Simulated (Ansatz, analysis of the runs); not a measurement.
# Transmission past a defect: Nb wire along [111], 7 atoms a period, Si and Si in place of neighbours Nb and Nb, part 4 of 4

What does the defect do to the conductance?

Ansatz 0.2.0; DFT PBE, plane waves, PAW; relaxation of a wire's period (the session's first sound run).

So far, conductance of the lead as this run defines it (G₀): step 3 (bands of the perfect wire) 6.27.

### Step 5. The open system

This step: DFT PBE, plane waves, PAW; transmission of a junction in a wire (Ansatz 0.2.0).

The cell is now read as a scatterer between two semi-infinite leads, named by two sites one period apart. The scattering states in its self-consistent potential are matched to the leads' states at each energy. One point across is taken, as for a wire in vacuum.

input.yaml

```yaml
crystal:
  lattice:
    - [11.481, 0.0, 0.0]
    - [0.0, 13.557, 0.0]
    - [0.0, 0.0, 23.6763803816]
  atoms:
    - { symbol: Nb, position: [0.494328502, 0.449893405, 0.002096132] }
    - { symbol: Nb, position: [0.689704715, 0.732940625, 0.999189089] }
    - { symbol: Nb, position: [0.492449881, 0.651248296, 0.034969068] }
    - { symbol: Nb, position: [0.701076858, 0.353511784, 0.038230666] }
    - { symbol: Nb, position: [0.304777417, 0.553905506, 0.070321184] }
    - { symbol: Nb, position: [0.520196653, 0.259023178, 0.077134669] }
    - { symbol: Nb, position: [0.705201451, 0.54918829, 0.074355488] }
    - { symbol: Nb, position: [0.494328502, 0.449893405, 0.113207243] }
    - { symbol: Nb, position: [0.689704715, 0.732940625, 0.1103002] }
    - { symbol: Nb, position: [0.492449881, 0.651248296, 0.14608018] }
    - { symbol: Nb, position: [0.701076858, 0.353511784, 0.149341778] }
    - { symbol: Nb, position: [0.304777417, 0.553905506, 0.181432295] }
    - { symbol: Nb, position: [0.520196653, 0.259023178, 0.18824578] }
    - { symbol: Nb, position: [0.705201451, 0.54918829, 0.185466599] }
    - { symbol: Nb, position: [0.494328502, 0.449893405, 0.224318354] }
    - { symbol: Nb, position: [0.689704715, 0.732940625, 0.221411311] }
    - { symbol: Nb, position: [0.492449881, 0.651248296, 0.257191291] }
    - { symbol: Nb, position: [0.701076858, 0.353511784, 0.260452889] }
    - { symbol: Nb, position: [0.304777417, 0.553905506, 0.292543406] }
    - { symbol: Nb, position: [0.520196653, 0.259023178, 0.299356891] }
    - { symbol: Nb, position: [0.705201451, 0.54918829, 0.29657771] }
    - { symbol: Nb, position: [0.4955337884, 0.4568551966, 0.3460753324] }
    - { symbol: Nb, position: [0.6978218389, 0.7339234443, 0.3325407495] }
    - { symbol: Nb, position: [0.4886093306, 0.6636599922, 0.3641101094] }
    - { symbol: Nb, position: [0.7158882096, 0.3411341315, 0.3621968398] }
    - { symbol: Si, position: [0.3140291557, 0.5468763344, 0.4047730862] }
    - { symbol: Nb, position: [0.5138032378, 0.2505254635, 0.4004874093] }
    - { symbol: Nb, position: [0.7180887821, 0.5488642207, 0.4030012655] }
    - { symbol: Si, position: [0.4041241964, 0.3990236118, 0.4525129678] }
    - { symbol: Nb, position: [0.6809843372, 0.7231443688, 0.4411316472] }
    - { symbol: Nb, position: [0.5043791459, 0.5887876085, 0.467720043] }
    - { symbol: Nb, position: [0.6353019798, 0.3871909018, 0.4637478283] }
    - { symbol: Nb, position: [0.2976446037, 0.5426663399, 0.5170413346] }
    - { symbol: Nb, position: [0.518635801, 0.2579165655, 0.5174454585] }
    - { symbol: Nb, position: [0.7258628892, 0.5490476975, 0.5215224741] }
    - { symbol: Nb, position: [0.4905040079, 0.4438055127, 0.5569071107] }
    - { symbol: Nb, position: [0.6937312389, 0.7233553965, 0.5553339241] }
    - { symbol: Nb, position: [0.4934386103, 0.6436211281, 0.5861177073] }
    - { symbol: Nb, position: [0.6934111343, 0.3514997694, 0.5905356855] }
    - { symbol: Nb, position: [0.3043355863, 0.5492733906, 0.6202942984] }
    - { symbol: Nb, position: [0.5229878743, 0.2590478391, 0.6321565981] }
    - { symbol: Nb, position: [0.7042015653, 0.5464366455, 0.6303215168] }
    - { symbol: Nb, position: [0.494328502, 0.449893405, 0.668762799] }
    - { symbol: Nb, position: [0.689704715, 0.732940625, 0.665855755] }
    - { symbol: Nb, position: [0.492449881, 0.651248296, 0.701635735] }
    - { symbol: Nb, position: [0.701076858, 0.353511784, 0.704897333] }
    - { symbol: Nb, position: [0.304777417, 0.553905506, 0.73698785] }
    - { symbol: Nb, position: [0.520196653, 0.259023178, 0.743801336] }
    - { symbol: Nb, position: [0.705201451, 0.54918829, 0.741022154] }
    - { symbol: Nb, position: [0.494328502, 0.449893405, 0.77987391] }
    - { symbol: Nb, position: [0.689704715, 0.732940625, 0.776966867] }
    - { symbol: Nb, position: [0.492449881, 0.651248296, 0.812746846] }
    - { symbol: Nb, position: [0.701076858, 0.353511784, 0.816008444] }
    - { symbol: Nb, position: [0.304777417, 0.553905506, 0.848098961] }
    - { symbol: Nb, position: [0.520196653, 0.259023178, 0.854912447] }
    - { symbol: Nb, position: [0.705201451, 0.54918829, 0.852133266] }
    - { symbol: Nb, position: [0.494328502, 0.449893405, 0.890985021] }
    - { symbol: Nb, position: [0.689704715, 0.732940625, 0.888077978] }
    - { symbol: Nb, position: [0.492449881, 0.651248296, 0.923857957] }
    - { symbol: Nb, position: [0.701076858, 0.353511784, 0.927119555] }
    - { symbol: Nb, position: [0.304777417, 0.553905506, 0.959210073] }
    - { symbol: Nb, position: [0.520196653, 0.259023178, 0.966023558] }
    - { symbol: Nb, position: [0.705201451, 0.54918829, 0.963244377] }
kpoints:
  mp_grid: { grid: [1, 1, 4] }
scf:
  occupations: { method: fermi_dirac, width: 0.05 }
hamiltonian:
  xc: pbe
output:
  transmission:
    e_range: [-1.5, 1.5]
    de: 0.035
    kmesh: [1, 1]
    reduced_basis: true
    leads: [[56, 0]]
  dos: { projected: true, e_range: [-4, 3] }
  write_potential: true
  write_density: true
  volumetric_format: npy
  elf: true
```

Started as:

```
$ ansatz run input.yaml --threads 16 --pin off --max-ram 61440MiB --backend cuda --events-out ev --progress --plain --runs-dir out --max-vram 78GiB
```

Numbers of over 12 decimals in the logs are rounded to 6 here.

The log of the run:

```text
[...]
GPU FFT provider: cuFFT
GPU libraries: cuBLAS 13.8.1, cuFFT 12.4.0, cuSOLVER 12.3.2
[...]
Crystal: 63 atoms, lattice volume = 3685.179 Å³
Basis set: ecut = 420 eV, 72121 PW (Γ)
Bands: 481, of which v1, the nominal top of the filled ones, is band 401 counted from 1 (400 counted from 0)
Symmetry: 1 space group operations
[...]
k-points: 3 of 4 (time reversal used)
[...]
GPU buffer pool allocated for 1228800 grid points (all kernels)
[...]
SCF iter   1: F=—  HF=-278870.839133 eV  |F-HF|=—  |Δ(HF+E_count)|=         —  Δρ=6.14e-3  dr2=6.24e0  ethr=1.77e-3  ⟨swp⟩=11.0  Hψ=7240  notcnv=0
[...]
SCF iter  11: F=-278870.544805 eV  HF=-278870.544805 eV  |F-HF|=2.18e-8  |Δ(HF+E_count)|=   1.22e-7  Δρ=8.84e-7  dr2=7.50e-8  ethr=1.25e-11  ⟨swp⟩=30.7  Hψ=4445  notcnv=0
SCF 1 converged in 11 iterations: F = -278870.544805 eV  dr2 = 7.50e-8
[...]
transmission: 6 of 57 steps passed
transmission: 12 of 57 steps passed
[...]
transmission: 57 of 57 steps passed
WARN: The output density's exchange-correlation potential varies sharply where the density is thin. Do not read a vacuum level from v_tot or v_xc, or from such a field of the output density. On a cell that repeats whose density bears no net charge and no dipole along the vacuum's axis use v_es (v_loc + v_h of the components); under efield.dipole_correction with no amplitude use v_es + v_field, which holds any externa [...]
SCF converged after 11 iterations
Free energy (F): -278870.544805 eV
[...]
Internal energy: -278869.873796 eV  (E = F + TS)
E sigma→0 (E₀):  -278870.209300 eV
Entropy (-TS):   -0.671009 eV (-10.651 meV/atom)
Fermi energy:    2.889238 eV
[...]
--- Band table (eV) ---
  k-point 0: bands = [... 397 lower, 2.8175, 2.8256, 2.8498, 2.8660, 2.9156, 2.9285, 2.9585, 3.0062, ... 76 higher]
  k-point 1: bands = [... 397 lower, 2.8160, 2.8278, 2.8497, 2.8930, 2.9074, 2.9503, 2.9834, 3.0059, ... 76 higher]
  k-point 2: bands = [... 397 lower, 2.8192, 2.8348, 2.8460, 2.8767, 2.8963, 2.9429, 2.9682, 2.9986, ... 76 higher]
--- Transmission ---
  basis      : 1371 plane waves across, 57 finite elements along
  points     : 1, standing for a mesh of 1 x 1
  on the GPU : 1 of these points
[...]
crystal 0  : Nb7, at the sites [56, 0], period 2.6307 Å, over 15.78 Å; its Hamiltonian steps by up to 12.7 meV
[...]
filled         : 18.8 meV over the level at which it is neutral
    channels       : 6.000000e0 a spin
[...]
junction   : crystal 0 to crystal 0, -0.17 to 20.87 Å
    transmission   : 3.013247e0 a spin
    conductance    : 1.5823e14 S/m² at 300 K (1.6003e14 on every other energy)
    error estimate : 1.1 % from the energy spacing and 0.3 % from band edges of the leads and from resonances (wavevectors taken as independent; lower de), 111.4 % from the steps of its leads' Hamiltonians or their offsets (lay more layers), 1.1 % from the distance to neutral
    resistance     : 3.1507e-3 Ω µm² beyond half of each lead's own
```

It took 8.1 min on 1 × NVIDIA GB200 with 16 threads of Arm Neoverse V2, shared host; peak memory 20 GiB; 64 min of CPU time.

This step gave:

| Item | Value |
| --- | --- |
| energy at zero smearing | -278870.2093 eV |
| transmission at the Fermi level (a spin, zone mean) | 3.013 |
| potential step in the lower lead | 12.7 meV |
| conductance of the junction | 3.179 G₀ |

Table of transmission, one spin by energy, zero at the Fermi level:

| energy (eV) | transmission, one spin |
| --- | --- |
| -1.500 | 5.05 |
| -1.395 | 4.47 |
| -1.290 | 3.39 |
| -1.185 | 2.45 |
| -1.115 | 2.2 |
| -1.010 | 2.31 |
| -0.905 | 2.33 |
| -0.800 | 2.16 |
| -0.695 | 1.69 |
| -0.590 | 2.53 |
| -0.485 | 2.10 |
| -0.415 | 2.81 |
| -0.310 | 1.81 |
| -0.205 | 2.88 |
| -0.100 | 2.78 |
| 0.005 | 3.01 |
| 0.110 | 4.30 |
| 0.145 | 4.60 |
| 0.215 | 4.13 |
| 0.285 | 4.27 |
| 0.320 | 4.84 |
| 0.390 | 5.10 |
| 0.495 | 4.97 |
| 0.530 | 5.29 |
| 0.600 | 4.95 |
| 0.705 | 5.44 |
| 0.810 | 5.73 |
| 0.880 | 6.08 |
| 0.915 | 5.83 |
| 0.985 | 5.37 |
| 1.090 | 4.97 |
| 1.195 | 4.61 |
| 1.300 | 4.31 |
| 1.405 | 3.99 |

Table of open channels of the lead, one spin by energy, zero at the Fermi level:

| energy (eV) | open channels of the lead, one spin |
| --- | --- |
| -1.50 | 10 |
| -1.43 | 10 |
| -1.32 | 7 |
| -1.25 | 6 |
| -1.19 | 8 |
| -1.11 | 6 |
| -1.01 | 6 |
| -0.94 | 5 |
| -0.87 | 6 |
| -0.77 | 4 |
| -0.69 | 4 |
| -0.62 | 7 |
| -0.52 | 7 |
| -0.45 | 7 |
| -0.38 | 4 |
| -0.31 | 4 |
| -0.20 | 6 |
| -0.14 | 6 |
| -0.07 | 7 |
| 0.01 | 6 |
| 0.04 | 6 |
| 0.11 | 8 |
| 0.18 | 8 |
| 0.28 | 9 |
| 0.35 | 9 |
| 0.42 | 12 |
| 0.49 | 11 |
| 0.60 | 11 |
| 0.67 | 11 |
| 0.74 | 11 |
| 0.84 | 13 |
| 0.92 | 12 |
| 0.98 | 12 |
| 1.09 | 10 |
| 1.16 | 9 |
| 1.23 | 11 |
| 1.30 | 9 |
| 1.41 | 8 |
| 1.48 | 10 |

By hand: the program gives 1.5823 × 10^14 S/m² over the cell's cross-section of 155.65 Å² = 1.556 × 10^-18 m², so one cell conducts 2.463 × 10^-4 S. Divided by G0 = 2e²/h = 7.748 × 10^-5 S this is 3.18 G0, a resistance of 4.06 kΩ.

The conductance is 3.18 G₀, with 6 channels a spin open in the lead. The lead's Hamiltonian steps by 12.7 meV, which the program lets pass, though it counts in the error estimate. The largest term of the program's error estimate is 111 %, from the steps of its leads' Hamiltonians or their offsets.

### Step 6. Conductance and thermopower from T(E)

This step: Landauer integrals over the computed T(E), interpolated linearly between its energies (analysis of the runs above).

Conductance and thermopower are moments of T(E) over the thermal window; sliding the window along E stands for a gate that leaves T(E) rigid.

Numbers from this step:

```yaml
conductance_at_300_k_interpolated_from_t_e: 3.184 G₀
thermopower_at_300_k: -8.598 μV/K
lorenz_number_over_l0: 1.055
```

T(E) held rigid; rough near sharp steps of T(E). The conductance at 300 K by shift of the leads' level:

| shift of the leads' level (eV) | conductance at 300 K (G₀) |
| --- | --- |
| -1.150 | 2.17 |
| -1.050 | 2.34 |
| -0.950 | 2.17 |
| -0.800 | 2.03 |
| -0.700 | 1.82 |
| -0.600 | 2.46 |
| -0.500 | 2.45 |
| -0.400 | 2.37 |
| -0.250 | 2.62 |
| -0.150 | 2.58 |
| -0.050 | 3.08 |
| 0.050 | 3.48 |
| 0.150 | 4.31 |
| 0.250 | 4.27 |
| 0.400 | 4.74 |
| 0.500 | 4.97 |
| 0.600 | 5 |
| 0.700 | 5.18 |
| 0.800 | 5.64 |
| 0.950 | 5.49 |
| 1.050 | 5.04 |
| 1.150 | 4.71 |

T(E) held rigid; rough near sharp steps of T(E). The thermopower at 300 K by shift of the leads' level:

| shift of the leads' level (eV) | thermopower at 300 K (μV/K) |
| --- | --- |
| -1.150 | 3.10 |
| -1.050 | 0.967 |
| -0.950 | 1.12 |
| -0.800 | 11.0 |
| -0.700 | -13.4 |
| -0.600 | -10.0 |
| -0.500 | 0.597 |
| -0.400 | 14.7 |
| -0.250 | -15.7 |
| -0.150 | -4.51 |
| -0.050 | -7.78 |
| 0.050 | -17.0 |
| 0.150 | -4.73 |
| 0.250 | -2.77 |
| 0.400 | -3.90 |
| 0.500 | -4.79 |
| 0.600 | 1.92 |
| 0.700 | -6.07 |
| 0.800 | -6.61 |
| 0.950 | 7.39 |
| 1.050 | 5.00 |
| 1.150 | 5.09 |

The two levels move by half the bias each and T(E) is held rigid. The current from the zero-bias T(E) by bias:

| bias (V) | current from the zero-bias T(E) (μA) |
| --- | --- |
| 0.000 | 0 |
| 0.100 | 24.9 |
| 0.200 | 50.9 |
| 0.300 | 77.5 |
| 0.400 | 104 |
| 0.500 | 131 |
| 0.600 | 157 |
| 0.700 | 183 |
| 0.800 | 210 |
| 0.900 | 238 |
| 1.000 | 266 |
| 1.100 | 295 |
| 1.200 | 324 |
| 1.300 | 353 |
| 1.400 | 380 |
| 1.500 | 408 |
| 1.600 | 436 |
| 1.700 | 467 |
| 1.800 | 498 |
| 1.900 | 528 |
| 2.000 | 558 |

By hand, Mott's formula: S = −(π²k²T/3e) d ln T/dE, and π²k²T/3e = 7.33 μV/K × eV at 300 K. The computed T is 3.36 at -0.065 eV and 3.59 at +0.075 eV, so d ln T/dE ≈ 0.471 per eV and S ≈ -3.45 μV/K, against -8.60 from the integrals. The two differ since ln T is not straight over the thermal window.

The thermopower is -8.60 μV/K. The Lorenz ratio is 1.05, where the Wiedemann-Franz law gives 1. Moving the level by up to 0.1 eV either way gives -17 to -7.8 μV/K.

### Step 7. Results

```
conductance of the perfect wire                         : 6.27 G₀
conductance, Si and Si in place of neighbours Nb and Nb : 3.18 G₀ (one error term of 111 %, so a rough value at best)
thermopower, Si and Si in place of neighbours Nb and Nb : -8.60 μV/K (rough, as the conductance is)
```

**Reading.** Summed over the computed window, 46 % of the lead's open channels pass the defect; the conductance at 300 K is 3.18 G₀. With Si and Si in place of neighbours Nb and Nb, 51 % of the conductance of that run's own lead (6.27 G₀) is left. Transport is coherent and elastic here: the atoms are frozen, so scattering by vibrations plays no part. With Si and Si in place of neighbours Nb and Nb several atoms of the wire itself moved far in the relaxation, so the changed stretch between the held leads may scatter as well as the defect. The free region is short: held atoms still bear up to 0.7 eV/Å after a relaxation. One term of the program's error estimate for a conductance, of a junction or of the perfect wire, reaches 111 % in this session. A junction with open d shells ran without spin, after the few moments seeded in its relaxation died away; moments on all d atoms were not tried. A cell with an odd number of electrons ran without spin; a level of the scatterer near the Fermi level could split if spin were allowed.

[Logs are printed without paths, hosts, clocks, repeated set-up lines and the standing remarks that a program may print on its own settings, such as how far it seeks lower states.]

[Hosts, paths, dates, database ids (printed as entryN), source tags and the programs' standing remarks are cut or masked in the printed files.]
